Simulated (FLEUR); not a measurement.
# Ag (Fm-3m) in FLEUR: a series of runs

Runs on Ag. Level: LDA (Wigner correlation). Tasks: band structure, equation of state.

Program: FLEUR MaX-R8.1 (patched build s14). These are calculated values, not measurements. Logs are shortened: lines on timing, memory, paths and dates and some standing lists are left out, and cuts for length are marked.

## (1) Starting point

It takes space group Fm-3m (No. 225, cubic). The conventional cell has a = 4.085 Å, b = 4.085 Å, c = 4.085 Å, α = 90.00°, β = 90.00°, γ = 90.00°. Around Ag (site symmetry m-3m) lie 12 Ag at 2.89 Å.

## (2) Band structure, LDA (Wigner correlation)

inp.xml

```xml
<?xml version="1.0" encoding="UTF-8" standalone="no"?>
<fleurInput fleurInputVersion="0.39">
   <comment>
      Ag                                                                                                  
   </comment>
   <calculationSetup>
      <cutoffs Kmax="3.8" Gmax="11.8" GmaxXC="11.8" numbands="0"/>
      <scfLoop itmax="60" minDistance="0.00001" maxIterBroyd="15" imix="Anderson" alpha="0.05" precondParam="0.0" spinf="2.0"/>
      <coreElectrons ctail="T" frcor="F" kcrel="0" coretail_lmax="0"/>
      <xcFunctional name="wign" relativisticCorrections="F"/>
      <magnetism jspins="1"/>
      <soc l_soc="F" theta="0.0" phi="0.0" spav="F"/>
      <expertModes spex="0" secvar="F"/>
      <geometryOptimization l_f="F" forcealpha="1.0" forcemix="BFGS" epsdisp="0.00001" epsforce="0.00001"/>
      <ldaU l_linMix="F" mixParam="0.05" spinf="1.0"/>
   </calculationSetup>
   <cell>
      <bzIntegration valenceElectrons="19.0" mode="hist" fermiSmearingEnergy="0.00183747">
         <kPointListSelection listName="default-1"/>
         <!-- k-points included here -->
         <xi:include xmlns:xi="http://www.w3.org/2001/XInclude" href="kpts.xml"> </xi:include>
      </bzIntegration>
      <!-- symmetry operations included here -->
      <xi:include xmlns:xi="http://www.w3.org/2001/XInclude" href="sym.xml"> </xi:include>
      <bulkLattice scale="1.0">
         <bravaisMatrix>
            <row-1>    0.0000000000000000     3.8602380410266495     3.8602380410266495</row-1>
            <row-2>    3.8602380410266495     0.0000000000000000     3.8602380410266495</row-2>
            <row-3>    3.8602380410266495     3.8602380410266495     0.0000000000000000</row-3>
         </bravaisMatrix>
      </bulkLattice>
   </cell>
   <atomSpecies>
      <species name="Silver (Ag)" element="Ag" atomicNumber="47">
         <mtSphere radius="2.53" gridPoints="837" logIncrement="0.015"/>
         <atomicCutoffs lmax="10" lnonsphr="8"/>
         <electronConfig flipSpins="F">
            <coreConfig>(1s1/2) (2s1/2) (2p1/2) (2p3/2) (3s1/2) (3p1/2) (3p3/2) (3d3/2) (3d5/2)</coreConfig>
            <valenceConfig>(4s1/2) (4p1/2) (4p3/2) (5s1/2) (4d3/2) (4d5/2)</valenceConfig>
            <stateOccupation state="(5s1/2)" spinUp="0.500000" spinDown="0.500000"/>
         </electronConfig>
         <energyParameters s="5" p="5" d="4" f="4"/>
         <lo type="SCLO" l="0" n="4" eDeriv="0"/>
         <lo type="SCLO" l="1" n="4" eDeriv="0"/>
         <lo type="SCLO" l="1" n="4" eDeriv="1"/>
         <lo type="SCLO" l="2" n="4" eDeriv="2"/>
         <lo type="SCLO" l="3" n="4" eDeriv="2"/>
      </species>
   </atomSpecies>
   <atomGroups>
      <atomGroup species="Silver (Ag)">
         <relPos label="                   1">.0000000000 .0000000000 .0000000000</relPos>
         <force calculate="T" relaxXYZ="TTT"/>
      </atomGroup>
   </atomGroups>
   <output dos="F" band="F" slice="F">
      <checks vchk="F" cdinf="F"/>
      <bandDOS minEnergy="-.5*Htr" maxEnergy="0.5*Htr" sigma="0.015" storeEVData="T"/>
      <vacuumDOS vacdos="F" integ="F" star="F" nstars="0" locx1="0.0" locy1="0.0" locx2="0.0" locy2="0.0" nstm="0" tworkf="0.0"/>
      <unfoldingBand unfoldBand="F" supercellX="1" supercellY="1" supercellZ="1"/>
      <plotting iplot="0" polar="F">
         <plot TwoD="T" vec1="  1.0  0.0  0.0" vec2="  0.0  1.0  0.0" vec3="  0.0  0.0  1.0" zero="  0.0  0.0  0.0" file="plot"/>
      </plotting>
      <chargeDensitySlicing numkpt="0" minEigenval="0.0" maxEigenval="0.0" nnne="0" pallst="F"/>
      <specialOutput eonly="F"/>
      <magneticCircularDichroism mcd="F" energyLo="-10.0" energyUp="0.0"/>
   </output>
  <!-- We include the file relax.xml here to enable relaxations (see documentation) -->
  <xi:include xmlns:xi="http://www.w3.org/2001/XInclude" href="relax.xml"> <xi:fallback/> </xi:include>
</fleurInput>
```

crystal.txt

```
Ag
&input cartesian=F /
0.0000000000  2.0427500000  2.0427500000
2.0427500000  0.0000000000  2.0427500000
2.0427500000  2.0427500000  0.0000000000
1.8897261246
1.0 1.0 1.0

1
47 0.0000000000  0.0000000000  0.0000000000

&kpt div1=11 div2=11 div3=11 gamma=T /
```

inp.xml (bands)

```
<?xml version="1.0" encoding="UTF-8" standalone="no"?>
<fleurInput fleurInputVersion="0.39">
   <comment>
      Ag                                                                                                  
   </comment>
   <calculationSetup>
      <cutoffs Kmax="3.8" Gmax="11.8" GmaxXC="11.8" numbands="0"/>
      <scfLoop itmax="60" minDistance="0.00001" maxIterBroyd="15" imix="Anderson" alpha="0.05" precondParam="0.0" spinf="2.0"/>
      <coreElectrons ctail="T" frcor="F" kcrel="0" coretail_lmax="0"/>
      <xcFunctional name="wign" relativisticCorrections="F"/>
      <magnetism jspins="1"/>
      <soc l_soc="F" theta="0.0" phi="0.0" spav="F"/>
      <expertModes spex="0" secvar="F"/>
      <geometryOptimization l_f="F" forcealpha="1.0" forcemix="BFGS" epsdisp="0.00001" epsforce="0.00001"/>
      <ldaU l_linMix="F" mixParam="0.05" spinf="1.0"/>
   </calculationSetup>
   <cell>
      <bzIntegration valenceElectrons="19.0" mode="hist" fermiSmearingEnergy="0.00183747">
         <kPointListSelection listName="path-1"/>
         <!-- k-points included here -->
         <xi:include xmlns:xi="http://www.w3.org/2001/XInclude" href="kpts.xml"> </xi:include>
      </bzIntegration>
      <!-- symmetry operations included here -->
      <xi:include xmlns:xi="http://www.w3.org/2001/XInclude" href="sym.xml"> </xi:include>
      <bulkLattice scale="1.0">
         <bravaisMatrix>
            <row-1>    0.0000000000000000     3.8602380410266495     3.8602380410266495</row-1>
            <row-2>    3.8602380410266495     0.0000000000000000     3.8602380410266495</row-2>
            <row-3>    3.8602380410266495     3.8602380410266495     0.0000000000000000</row-3>
         </bravaisMatrix>
      </bulkLattice>
   </cell>
   <atomSpecies>
      <species name="Silver (Ag)" element="Ag" atomicNumber="47">
         <mtSphere radius="2.53" gridPoints="837" logIncrement="0.015"/>
         <atomicCutoffs lmax="10" lnonsphr="8"/>
         <electronConfig flipSpins="F">
            <coreConfig>(1s1/2) (2s1/2) (2p1/2) (2p3/2) (3s1/2) (3p1/2) (3p3/2) (3d3/2) (3d5/2)</coreConfig>
            <valenceConfig>(4s1/2) (4p1/2) (4p3/2) (5s1/2) (4d3/2) (4d5/2)</valenceConfig>
            <stateOccupation state="(5s1/2)" spinUp="0.500000" spinDown="0.500000"/>
         </electronConfig>
         <energyParameters s="5" p="5" d="4" f="4"/>
         <lo type="SCLO" l="0" n="4" eDeriv="0"/>
         <lo type="SCLO" l="1" n="4" eDeriv="0"/>
         <lo type="SCLO" l="1" n="4" eDeriv="1"/>
         <lo type="SCLO" l="2" n="4" eDeriv="2"/>
         <lo type="SCLO" l="3" n="4" eDeriv="2"/>
      </species>
   </atomSpecies>
   <atomGroups>
      <atomGroup species="Silver (Ag)">
         <relPos label="                   1">.0000000000 .0000000000 .0000000000</relPos>
         <force calculate="T" relaxXYZ="TTT"/>
      </atomGroup>
   </atomGroups>
   <output dos="F" band="T" slice="F">
      <checks vchk="F" cdinf="F"/>
      <bandDOS minEnergy="-.5*Htr" maxEnergy="0.5*Htr" sigma="0.015" storeEVData="T"/>
      <vacuumDOS vacdos="F" integ="F" star="F" nstars="0" locx1="0.0" locy1="0.0" locx2="0.0" locy2="0.0" nstm="0" tworkf="0.0"/>
      <unfoldingBand unfoldBand="F" supercellX="1" supercellY="1" supercellZ="1"/>
      <plotting iplot="0" polar="F">
         <plot TwoD="T" vec1="  1.0  0.0  0.0" vec2="  0.0  1.0  0.0" vec3="  0.0  0.0  1.0" zero="  0.0  0.0  0.0" file="plot"/>
      </plotting>
      <chargeDensitySlicing numkpt="0" minEigenval="0.0" maxEigenval="0.0" nnne="0" pallst="F"/>
      <specialOutput eonly="F"/>
      <magneticCircularDichroism mcd="F" energyLo="-10.0" energyUp="0.0"/>
   </output>
  <!-- We include the file relax.xml here to enable relaxations (see documentation) -->
  <xi:include xmlns:xi="http://www.w3.org/2001/XInclude" href="relax.xml"> <xi:fallback/> </xi:include>
</fleurInput>
```

Potentials or basis: all-electron, FLAPW.

The run is started by

```
$ inpgen -f crystal.txt -profile fastHighL
$ # inp.xml edited to the form shown
$ fleur
$ fleur   # second run, on inp.xml (bands)
```

Standard output:

```text
Welcome to FLEUR        (www.flapw.de)
      MaX-Release 8.1          (www.max-centre.eu)

 ========== k-point set info ==========
 Selected k-point list: default-1
 k-point list type: mesh
 11 x 11 x 11
 Number of k points: 56

 ------------Calculation Setup---------------------------
 Number of OMP-threads    :            1
 Number of basis functions:          148
 Approximate size of matrices (H+S) per k-point:         0.000 GB
 --------------------------------------------------------
 Iteration:     1   Distance:      12.17782000 me/bohr^3
 Iteration:     2   Distance:      10.30901326 me/bohr^3
 Iteration:     3   Distance:       3.83366989 me/bohr^3
 Iteration:     4   Distance:       2.98481829 me/bohr^3
 Iteration:     5   Distance:       1.52747138 me/bohr^3
 Iteration:     6   Distance:       0.14614612 me/bohr^3
 Iteration:     7   Distance:       0.17852719 me/bohr^3
 Iteration:     8   Distance:       0.00235969 me/bohr^3
 Iteration:     9   Distance:       0.00925240 me/bohr^3
 Iteration:    10   Distance:       0.00050756 me/bohr^3
 Iteration:    11   Distance:       0.00031240 me/bohr^3
 Iteration:    12   Distance:       0.00001367 me/bohr^3
 Iteration:    13   Distance:       0.00000006 me/bohr^3

 ********************************************************************
 Run finished successfully
 Stop message:
   all done
 ********************************************************************
```

output (bands):

```text
Welcome to FLEUR        (www.flapw.de)
      MaX-Release 8.1          (www.max-centre.eu)

 ========== k-point set info ==========
 Selected k-point list: path-1
 k-point list type: path
 Number of k points: 60

 ------------Calculation Setup---------------------------
 Number of OMP-threads    :            1
 Number of basis functions:          148
 Approximate size of matrices (H+S) per k-point:         0.000 GB
 --------------------------------------------------------
 Fermi energy correction for insulators:
 No automatic correction of the Fermi energy has been performed.

 Note: Band structure data (together with different weights) is also stored in the banddos.hdf file.
       A convenient way of extracting and plotting the data from that file is by making use of the

 ********************************************************************
 Run finished successfully
 Stop message:
   Charge density postprocessing done.
 ********************************************************************
```

out.xml (last iteration):

```text
<iteration numberForCurrentRun="   13" overallNumber="   13">
         <energyParameters units="Htr">
            <atomicEP atomType="1" spin="1" branch="5s" branchLowest="-3.05" branchHighest="1.46" value="0.2044196915"/>
            <atomicEP atomType="1" spin="1" branch="5p" branchLowest="-1.70" branchHighest="2.11" value="0.3526007204"/>
            <atomicEP atomType="1" spin="1" branch="4d" branchLowest="-12.73" branchHighest="0.29" value="0.1621920259"/>
            <atomicEP atomType="1" spin="1" branch="4f" branchLowest="-9.99" branchHighest="2.26" value="0.6595481544"/>
            <loAtomicEP atomType="1" spin="1" branch="4s" branchLowest="-24.62" branchHighest="-3.05" value="-3.0525409239"/>
            <loAtomicEP atomType="1" spin="1" branch="4p" branchLowest="-20.01" branchHighest="-1.70" value="-1.7185508235"/>
            <loAtomicEP atomType="1" spin="1" branch="4p" branchLowest="-20.01" branchHighest="-1.70" value="-1.7185508235"/>
            <loAtomicEP atomType="1" spin="1" branch="4d" branchLowest="-12.73" branchHighest="0.29" value="0.1542191636"/>
            <loAtomicEP atomType="1" spin="1" branch="4f" branchLowest="-9.99" branchHighest="2.26" value="0.6595462758"/>
         </energyParameters>
         <eigenvalues>
            <eigenvaluesAt spin="1" ikpt="1" k_x="0.00000000" k_y="0.00000000" k_z="0.00000000">
                      -3.0531870522       -1.7106190486       -1.7106190486       -1.7106190486        0.0202554819
                       0.1399538255        0.1399538255        0.1399538255        0.1794296550        0.1794296550
                       0.8927388155        1.0217211380        1.0217211380        1.0217211380        1.2122460658
            </eigenvaluesAt>
            <eigenvaluesAt spin="1" ikpt="2" k_x="0.00000000" k_y="0.00000000" k_z="0.09090909">
                      -3.0531357724       -1.7111129493       -1.7106935476       -1.7106935476        0.0296896216
                       0.1378030427        0.1425337259        0.1425337259        0.1785015610        0.1785015610
                       0.8922703726        0.9588425424        1.0260620113        1.0260620113        1.1886404322
            </eigenvaluesAt>
            <eigenvaluesAt spin="1" ikpt="3" k_x="0.00000000" k_y="0.00000000" k_z="0.18181818">
                      -3.0529979425       -1.7124347190       -1.7108925615       -1.7108925615        0.0546750648
                       0.1357664644        0.1471863988        0.1471863988        0.1788214796        0.1788214796
                       0.8128860359        0.9251510074        1.0323961348        1.0323961348        1.1419269026
            </eigenvaluesAt>
            <eigenvaluesAt spin="1" ikpt="4" k_x="0.00000000" k_y="0.00000000" k_z="0.27272727">
                      -3.0528168651       -1.7141624889       -1.7111536724       -1.7111536724        0.0775734897
                       0.1469308384        0.1469308384        0.1536438324        0.1867952674        0.1867952674
                       0.6857556844        0.9101168710        1.0205838647        1.0205838647        1.1499830819
            </eigenvaluesAt>
         </eigenvalues>
         <bandgap value="0.1389642683" units="eV"/>
         <sumValenceSingleParticleEnergies value="-14.6639391160" units="Htr"/>
         <FermiEnergy value="0.3181613399" units="Htr"/>
         <valenceDensity>
            <mtCharges spin="1">
               <mtCharge atomType="1" total="17.8102368" s="2.4136386" p="6.2909346" d="9.0753316" f="0.0230392"/>
            </mtCharges>
            <spinDependentCharge spin="1" total="19.0000000" interstitial="1.1897632" mtSpheres="17.8102368"/>
            <totalCharge value="19.0000000000"/>
         </valenceDensity>
         <coreStates atomType="     1" atomicNumber=" 47" spin="1" kinEnergy="   5357.9108433579" eigValSum="  -3161.7757780820" lostElectrons=" 0.000000">
            <state n="1" l="0" j="0.5" energy="-928.7044099265" weight="1.0000000000"/>
            <state n="2" l="0" j="0.5" energy="-136.3569713020" weight="1.0000000000"/>
            <state n="2" l="1" j="0.5" energy="-126.7583791012" weight="1.0000000000"/>
            <state n="2" l="1" j="1.5" energy="-120.3255837708" weight="2.0000000000"/>
            <state n="3" l="0" j="0.5" energy="-24.6212873276" weight="1.0000000000"/>
            <state n="3" l="1" j="0.5" energy="-20.7990719539" weight="1.0000000000"/>
            <state n="3" l="1" j="1.5" energy="-19.6638961038" weight="2.0000000000"/>
            <state n="3" l="2" j="1.5" energy="-12.8710630715" weight="2.0000000000"/>
            <state n="3" l="2" j="2.5" energy="-12.6422278459" weight="3.0000000000"/>
         </coreStates>
         <allElectronCharges>
            <spinDependentCharge spin="1" total="47.0000000" interstitial="1.1897632" mtSpheres="45.8102368"/>
            <totalCharge value="46.9999999993"/>
         </allElectronCharges>
         <totalEnergy                                    value="    -5310.4885771695" units="Htr">
            <sumOfEigenvalues                            value="    -3176.4397171979">
               <coreElectrons value="-3161.7757780820"/>
               <valenceElectrons value="-14.6639391160"/>
            </sumOfEigenvalues>
            <densityCoulombPotentialIntegral value="-8543.4552363436"/>
            <densityEffectivePotentialIntegral value="-8732.7233703841"/>
            <chargeDenXCDenIntegral value="-142.5507892533"/>
            <FockExchangeEnergyValence value="0.0000000000"/>
            <FockExchangeEnergyCore value="0.0000000000"/>
            <atomTypeDependentContributions atomType="1">
               <electronNucleiInteractionDifferentMTs value="6433.5644699851"/>
               <MadelungTerm value="-18.9293529455"/>
            </atomTypeDependentContributions>
            <tkbTimesEntropy value="0.0000930782"/>
            <freeEnergy value="-5310.4886702477"/>
            <extrapolationTo0K value="-5310.4886237086"/>
         </totalEnergy>
         <densityConvergence units="me/bohr^3">
            <chargeDensity spin="1" distance="0.0000000569"/>
         </densityConvergence>
      </iteration>
```

Run time: 5.6 s. Hardware: 1 thread of INTEL XEON PLATINUM 8581C at 2.10GHz (Emerald Rapids), shared host; peak memory 0.04 GiB.

Results:

```
Free energy                                           : -144505.7584 eV
Band gap along the path                               : none (metal or under the smearing width)
Valence electrons inside the program's atomic spheres : Ag 17.81 (radii Ag 2.53 bohr)
```

Levels at the corners of the path, in eV from the Fermi level:
```
point  band 5  band 6  band 7  band 8  band 9  band 10  band 11  band 12  band 13  band 14
    Γ   -8.11   -4.85   -4.85   -4.85   -3.78    -3.78    15.64    19.14    19.14    19.14
    X   -6.55   -6.39   -2.99   -2.74   -2.74     1.28     6.51    10.30    10.30    16.98
    W   -5.77   -5.15   -5.15   -3.78   -2.74     5.70     5.70     6.63     8.03    22.27
    K   -6.10   -5.67   -4.14   -3.55   -3.04     4.04     4.96     6.91    12.42    16.58
    Γ   -8.11   -4.85   -4.85   -4.85   -3.78    -3.78    15.64    19.14    19.14    19.14
    L   -6.54   -4.87   -4.87   -2.96   -2.96    -0.70     3.38    14.91    17.42    17.42
    U   -6.10   -5.67   -4.14   -3.55   -3.04     4.04     4.96     6.91    12.42    16.58
    W   -5.77   -5.15   -5.15   -3.78   -2.74     5.70     5.70     6.63     8.03    22.27
    L   -6.54   -4.87   -4.87   -2.96   -2.96    -0.70     3.38    14.91    17.42    17.42
    K   -6.10   -5.67   -4.14   -3.55   -3.04     4.04     4.96     6.91    12.42    16.58
    U   -6.10   -5.67   -4.14   -3.55   -3.04     4.04     4.96     6.91    12.42    16.58
    X   -6.55   -6.39   -2.99   -2.74   -2.74     1.28     6.51    10.30    10.30    16.98
```

Core levels (eV from the Fermi level):
```
atom                                                                                                                             levels
1 Ag  1s1/2 -25280.0, 2s1/2 -3719.1, 2p1/2 -3457.9, 2p3/2 -3282.9, 3s1/2 -678.6, 3p1/2 -574.6, 3p3/2 -543.7, 3d3/2 -358.9, 3d5/2 -352.7
```

(Continued in part 2 of 2.)
